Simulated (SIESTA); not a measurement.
Runs of SIESTA 5.4.2 on AlNi3. It takes space group Pm-3m (No. 221, cubic). The conventional cell has a = 3.523 Å, b = 3.523 Å, c = 3.523 Å, α = 90.00°, β = 90.00°, γ = 90.00°. Around Ni (site symmetry 4/mmm) lie 8 Ni at 2.49 Å and 4 Al at 2.49 Å. Al (site symmetry m-3m) has 12 Ni at 2.49 Å as nearest neighbours. The cell is a database's computed one.

```csv
task,level,potentials or basis,k mesh,gap on the mesh (eV),pressure (GPa),moment (μB)
band structure,PBE,"SG15 1.2 with PseudoDojo 0.4 standard (PBE files), DZP (energy shift 0.003 Ry; two zetas on semicore shells)",6 × 6 × 6,none,7.9,(b)
band structure,PBE,"PseudoDojo 0.5 standard (PBE files), DZP (energy shift 0.003 Ry; two zetas on semicore shells)",6 × 6 × 6,none,5.7,0.71
band structure,PBE,"Ansatz (PBE files), DZP (energy shift 0.003 Ry; two zetas on semicore shells)",6 × 6 × 6,none,(a),0.72
band structure,PBE,"PseudoDojo 0.4 stringent (PBE files), DZP (energy shift 0.003 Ry; two zetas on semicore shells)",6 × 6 × 6,none,6.0,0.71
single point,PBE,"PseudoDojo 0.4 standard (PBE files), DZP (energy shift 0.003 Ry; two zetas on semicore shells)",8 × 8 × 8,none,5.7,0.69
band structure,PBE,"SPMS 1.0 (PBE files) or PseudoDojo by element, DZP (energy shift 0.003 Ry; two zetas on semicore shells)",6 × 6 × 6,none,5.0,0.64
band structure,PBE,"PseudoDojo 0.4 standard (PBE files), DZP (energy shift 0.003 Ry; two zetas on semicore shells)",6 × 6 × 6,none,5.7,0.71
```

Alike in all rows: spin collinear, ferromagnetic start; cell as given; smearing fermi-dirac 0.05 eV; grid cutoff 800 Ry; energy shift 0.003 Ry.

Question: Fill in the values left out.

Answer: (a) 6.2; (b) 0.65.

Caveats: the basis of atomic orbitals isn't converged, which shifts pressures, moduli and gaps; short orbitals over semicore shells can move pressures by several GPa (some runs); the valence orbitals were made in a potential fitted to the semicore shell under them, which widens gaps by tenths of an eV or more (some runs).

A gap of «none» marks a metal or a gap under the smearing width.
